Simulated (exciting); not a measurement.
Runs of exciting (release sodium) on NaCl. The structure is cubic, space group Fm-3m (No. 225). Conventional cell: a = 5.588 Å, b = 5.588 Å, c = 5.588 Å, α = 90.00°, β = 90.00°, γ = 90.00°. Cl (site symmetry m-3m) is surrounded by 6 Na at 2.79 Å. Na (site symmetry m-3m) is surrounded by 6 Cl at 2.79 Å. The cell is a database's computed one.

```csv
task,level,smearing,outputlevel,gap on the mesh (eV)
single point,PBE,gaussian 0.014 eV,low,5.24
single point,PBE,gaussian 0.011 eV,normal,5.24
band structure,PBE,fermi-dirac 0.05 eV,normal,5.24
band structure,PBEsol,fermi-dirac 0.05 eV,normal,5.05
band structure,revPBE,fermi-dirac 0.05 eV,normal,(a)
```

Alike in all rows: potentials or basis all-electron LAPW+lo, shipped species files, valence relativity iora*; no spin polarisation; cell as given; k mesh 8 × 8 × 8; rgkmax 7.5.

Q: Fill in the values left out.

A: (a) 5.52.

